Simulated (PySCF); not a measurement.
Results of PBE (PySCF, GTH pseudopotentials, Gaussian basis) for zinc-blende AlSb.

Cell (relaxed at this level):

```yaml
crystal:
  lattice:
    - [0.00000, 3.12209, 3.12209]
    - [3.12209, 0.00000, 3.12209]
    - [3.12209, 3.12209, 0.00000]
  atoms:
    - { symbol: Al, position: [0.00000, 0.00000, 0.00000] }
    - { symbol: Sb, position: [0.25000, 0.25000, 0.25000] }
```

**Question.** Predict the bulk modulus B0, cohesive energy and pressure derivative B′ of the bulk modulus.

**Answer.** 
bulk modulus B0: 48.7 GPa ± 1
cohesive energy: 3.10 eV/atom ± 0.05
pressure derivative B′ of the bulk modulus: 4.4

Measured, for comparison: bulk modulus 58.2 GPa (temperature not stated, no zero-point or thermal correction; as tabulated in Toher et al. (2017), arXiv:1611.05714); cohesive energy 3.31 eV/atom (zero-point energy (9/8 kB θD) added and atomic spin-orbit splittings removed, spin-orbit-averaged atoms; as tabulated in Paulus et al. (1996), arXiv:cond-mat/9605064). Computed (rounded) less measured: bulk modulus -16 %, cohesive energy -0.21 eV/atom.

A ± is the spread of the extrapolation or the statistical error.

Spin–orbit coupling is not included.

Static lattice: no zero-point or thermal effects.

It cost around 3 core-hours (rough) of CPU time.
